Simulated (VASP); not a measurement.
## PtSe2 (Sudovikovite) in VASP: convergence with SIGMA

PtSe2 (Sudovikovite):

```
CELL_PARAMETERS angstrom
3.72400 0.00000 0.00000
-1.86200 3.22508 0.00000
0.00000 0.00000 5.06200
ATOMIC_POSITIONS crystal
Pt 0.00000 0.00000 0.00000
Se 0.66667 0.33333 0.75000
Se 0.33333 0.66667 0.25000
```

```yaml
Program: VASP 6.6.1
Task: single point
Functional: PBEsol
Potentials_or_basis: VASP PAW PBE potentials, release 64 (Pt, Se)
Cutoff: 520 eV
k_mesh: 8 × 8 × 5
Occupations: gaussian, width 0.3 eV
Spin: no spin polarisation
```

These are the settings of the first run; the series varies SIGMA, with any setting tied to it.

Hardware: 1 thread of Intel(R) Xeon(R) Platinum 8488C (Sapphire Rapids), on a shared host.

```tsv
SIGMA	energy less the tightest run, at zero smearing (meV/atom)	largest force (eV/Å)	SCF cycles	CPU time (s)	peak memory (GiB)
0.3 eV	-0.43	0.350	13	28	0.2
0.2 eV	-0.58	0.351	14	29	0.2
0.15 eV	-0.51	0.355	14	27	0.2
0.1 eV	-0.34	0.357	14	28	0.19
0.05 eV	-0.11	0.352	14	22	0.2
0.02 eV	0.00	0.339	14	23	0.2
0.01 eV	0.00	0.328	14	25	0.2
```

Against the tightest run, the energy stays within 1 meV/atom from 0.3 eV on. Not settled before the last step: the largest force (to 0.005 eV/Å). Narrower smearing needs a denser k mesh, so at a fixed mesh the narrowest width isn't the most accurate. The tightest run that finished is the yardstick and may itself not be fully converged.

Caveat, for the tightest run too: the PAW data sets were made with another functional, which shifts forces and pressure a little. Spin-orbit coupling is left out, which matters for the levels of Pt.
